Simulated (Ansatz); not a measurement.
Rows from a G0W0 calculation on CdS (Greenockite) (Ansatz 0.2.0; G0W0 on PBE, plane waves, PAW; 12×12×4 mesh, 415 empty bands, screening to 150 eV, hard PAW files), in eV. Spin-orbit coupling is left out.

| row | k | band | start | Σx | Σc at the solution | Vxc |
| --- | --- | --- | --- | --- | --- | --- |
| A | Γ | v1 | 6.834 | -20.783 | 1.968 | -18.067 |
| B | Γ | c1 | 8.052 | -8.895 | -3.482 | -12.461 |
| C | Γ | c2 | 9.637 | -8.227 | -3.963 | -12.444 |

**Question.** Work out each quasiparticle level and how far it moved.

The quasiparticle equation reads E = start + Σx + Σc(E) − Vxc.

| row | E (eV) | shift (eV) |
| --- | --- | --- |
| A | 6.086 | −0.748 |
| B | 8.137 | +0.085 |
| C | 9.891 | +0.254 |

Limits: not at the basis limit; no spin-orbit coupling.

[Runs of the session that timed out or met a known fault of the program may be left out.]

[Cells called generated may have been cut or substituted from an entry of the Crystallography Open Database or the Materials Project.]

[Hosts, paths, dates, database ids (printed as entryN), source tags and the programs' standing remarks are cut or masked in the printed files.]
